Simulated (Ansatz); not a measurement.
# W: the cost of one run

Method: DFT PBE, scalar-relativistic, plane waves, PAW, in Ansatz 0.2.0.

The COD cell was measured well above room temperature, so it is larger than a cold one.

## (1) Starting point

It takes space group Im-3m (No. 229, cubic). The conventional cell has a = 3.195 Å, b = 3.195 Å, c = 3.195 Å, α = 90.00°, β = 90.00°, γ = 90.00°. W (site symmetry m-3m) is surrounded by 8 W at 2.77 Å.

Structure file:

```
CELL_PARAMETERS angstrom
-1.59730 1.59730 1.59730
1.59730 -1.59730 1.59730
1.59730 1.59730 -1.59730
ATOMIC_POSITIONS crystal
W 0.00000 0.00000 0.00000
```

The cell is taken as given, not relaxed at this level.

## (2) Zero of energy

The reference gives a free energy of -10384.8252 eV, pressure -3.04 GPa, largest force 0.000 eV/Å and gap on the mesh none (metal). It was computed beforehand with the settings of the runs below.

## (3) Next: a trigonal deformation path

At fixed volume and fractional coordinates, lengths along (0.577, 0.577, 0.577) are scaled against those across it; ρ is that ratio over its starting value.

## (4) At ρ = 0.500

input.yaml

```yaml
crystal:
  lattice:
    - [-2.3478838752, 1.6770599108, 1.6770599108]
    - [1.6770599108, -2.3478838752, 1.6770599108]
    - [1.6770599108, 1.6770599108, -2.3478838752]
  atoms:
    - { symbol: W, position: [0.0, 0.0, 0.0] }
basis:
  ecutwfc: 420
kpoints:
  mp_grid: { grid: [24, 24, 24] }
hamiltonian:
  xc: pbe
scf:
  occupations: { method: gaussian, width: 0.15 }
output:
  forces: true
  stress: true
  eigenvalues: true
```

Launch:

```
> ansatz run input.yaml --threads 1 --pin off --max-ram 2560MiB --backend cpu --events-out ev --progress --plain --runs-dir out
```

What time and memory should one allow on 1 thread of Intel Xeon 6975P-C (Granite Rapids), shared host?

About 8.3 s, with a peak of 0.55 GiB.
